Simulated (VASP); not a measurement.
Wanted: the native input for a VASP 6.6.1 run.

* Task: relaxation of cell and atoms
* Functional: PBE
* Potentials or basis: VASP PAW PBE potentials, release 64 (Bi_d, Cs_sv, Ag, Br)
* Cutoff: 600 eV
* k mesh: 3 × 3 × 3
* Occupations: fermi-dirac, width 0.05 eV
* Spin: no spin polarisation
* Further INCAR settings: ALGO = Normal; EDIFF = 1e-07; IBRION = 2; EDIFFG = -0.01; NSW = 60; ISIF = 3

The structure of Cs2AgBiBr6 lies in POSCAR:

```
Cs2AgBiBr6
1.0
    0.0000000000      5.6161000000      5.6161000000
    5.6161000000      0.0000000000      5.6161000000
    5.6161000000      5.6161000000      0.0000000000
Bi Cs Ag Br
1 2 1 6
Direct
    0.0000000000      0.0000000000      0.0000000000
    0.7500000000      0.7500000000      0.7500000000
    0.2500000000      0.2500000000      0.2500000000
    0.5000000000      0.5000000000      0.5000000000
    0.7494500000      0.7494500000      0.2505500000
    0.2505500000      0.2505500000      0.7494500000
    0.7494500000      0.2505500000      0.2505500000
    0.7494500000      0.2505500000      0.7494500000
    0.2505500000      0.7494500000      0.7494500000
    0.2505500000      0.7494500000      0.2505500000
```

These files were run (other wordings do the same):

INCAR

```
ALGO = Normal
EDIFF = 1E-7
EDIFFG = -0.01
ENCUT = 600
GGA = PE
IBRION = 2
ISIF = 3
ISMEAR = -1
LASPH = True
LCHARG = False
LREAL = False
LWAVE = False
NELM = 80
NSW = 60
PREC = Accurate
SIGMA = 0.05
```

KPOINTS

```
k-points
0
Gamma
  3 3 3
```

Potentials or basis: VASP PAW PBE potentials, release 64 (Bi_d, Cs_sv, Ag, Br).

Command:

```sh
$ cat potpaw_PBE.64/Bi_d/POTCAR potpaw_PBE.64/Cs_sv/POTCAR potpaw_PBE.64/Ag/POTCAR potpaw_PBE.64/Br/POTCAR > POTCAR
$ mpirun -np 1 vasp_std > vasp.out
```

Results of the run:

The relaxed volume is 37.75 Å³/atom. The relaxed cell is a = 8.112 Å, b = 8.112 Å, c = 8.112 Å, α = 60.00°, β = 60.00°, γ = 60.00°. The space group after relaxing (to 0.05 Å) is Fm-3m (No. 225), the energy gained by relaxing is 13.7 meV/atom and the ionic steps are 6. The pressure after relaxing is 0.0 GPa. The band gap on the k mesh is 1.90 eV, indirect (least direct gap 2.48 eV).

Caveat: spin-orbit coupling is left out, which as a rule narrows the gap of such compounds by several tenths of an eV; an odd mesh through Γ misses points on the zone boundary, where band edges often lie.

Run time: 7.4 min on 1 thread of Intel(R) Xeon(R) 6975P-C (Granite Rapids), with other jobs on the host, peak memory 0.69 GiB.
